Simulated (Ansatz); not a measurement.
Mg:

```
Mg
1.0
     3.17683    0.00000    0.00000
    -1.58841    2.75121    0.00000
     0.00000    0.00000   10.31886
Mg
4
Cartesian
  1.5884 0.9171 7.7391
  0.0000 0.0000 5.1594
  0.0000 1.8341 2.5797
  0.0000 0.0000 0.0000
```

```yaml
Program: Ansatz 0.2.0
Task: relaxation of cell and atoms
Functional: revPBE
Dispersion: D3(BJ)
Potentials_or_basis: Ansatz PAW
Cutoff: "420 eV (not typed: the program's choice for these potentials)"
k_mesh: 10 × 10 × 3
Occupations: fermi-dirac, width 0.05 eV
Spin: no spin polarisation
```

At the start: volume 22.55 Å³/atom.

Problem. How do energy, volume and symmetry change on relaxing?

Solution. It ends after 4 steps and the volume is 21.34 Å³/atom (-5.3 %); space group P6_3/mmc (No. 194, to 0.05 Å).

Step by step:
```
step  energy change (eV)  largest force (eV/Å)  volume (Å³)
   1              0.0000                0.0000        90.19
   2             -0.0324                0.0000        85.93
   3             -0.0330                0.0000        85.38
   4             -0.0328                0.0000        85.38
```

Final structure:
```xyz
4
Lattice="3.1050 0.0000 0.0000 -1.5525 2.6890 0.0000 0.0000 0.0000 10.2260" Properties=species:S:1:pos:R:3 pbc="T T T"
Mg    1.5525    0.8963    7.6695
Mg    0.0000    0.0000    5.1130
Mg    0.0000    1.7926    2.5565
Mg    0.0000    0.0000    0.0000
```

Caveat: the plane-wave basis is chosen anew once the cell has moved, so the energies of steps on either side of that aren't comparable; the PAW data sets come from PBE, with cores solved anew for the run's functional, which leaves a small shift of forces and pressure.
